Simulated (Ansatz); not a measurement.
SnO: comparing deformations

Theory: Ansatz, DFT PBE+D3(BJ), scalar-relativistic, plane waves, PAW. Settings: plane waves to 420 eV, k-mesh 12×12×10 (Γ-centred), Gaussian smearing 0.15 eV. No spin polarisation. Energies are free energies at this smearing, counted from the undisturbed cell; pressure is positive in compression.

The undisturbed cell (relaxed at this level):

```
Sn O
1.0
     3.83710    0.00000    0.00000
     0.00000    3.83710    0.00000
     0.00000    0.00000    4.76213
Sn O
2 2
Direct
  0.00000 0.50000 0.24324
  0.50000 0.00000 0.75676
  0.00000 0.00000 0.00000
  0.50000 0.50000 0.00000
```

The cell is strained by ε times a Voigt pattern (xx, yy, zz, yz, xz, xy; engineering shear) with fractional coordinates fixed. τ = (1/V0) dE/dε comes from the stress tensor. Of each scan, only the three points used here are listed.

| pattern | ε | τ (GPa) |
| --- | --- | --- |
| (0, 0, 0, 1, 0, 0) | -0.0250 | -1.29 |
| (0, 0, 0, 1, 0, 0) | 0.0000 | 0.00 |
| (0, 0, 0, 1, 0, 0) | 0.0250 | 1.29 |
| (0, 0, 0, 0, 0, 1) | -0.0150 | -1.24 |
| (0, 0, 0, 0, 0, 1) | 0.0000 | 0.00 |
| (0, 0, 0, 0, 0, 1) | 0.0150 | 1.24 |

Problem. Which constants do the scans give, and which deformation costs least for the same size of strain tensor?

Solution. The slope dτ/dε at zero (parabola through three points) is pᵀCp: (0, 0, 0, 1, 0, 0) gives C44 = 52 GPa; (0, 0, 0, 0, 0, 1) gives C66 = 82 GPa. The size of the strain tensor, ε:ε, is ε² times 0.5, 0.5. Per unit of it the stiffnesses are 103, 165 GPa, so (0, 0, 0, 1, 0, 0) is the softest of these: at ε:ε = (1 %)² the quadratic term costs 0.57 meV/atom against 0.90 for the stiffest. These are clamped-ion values.

Forces appear on the atoms along this scan, and letting them relax would lower the energy and soften the response. No gap shows at this level, though a semilocal functional can close a small gap that the real compound has; without a gap these slopes depend on the k mesh and the smearing.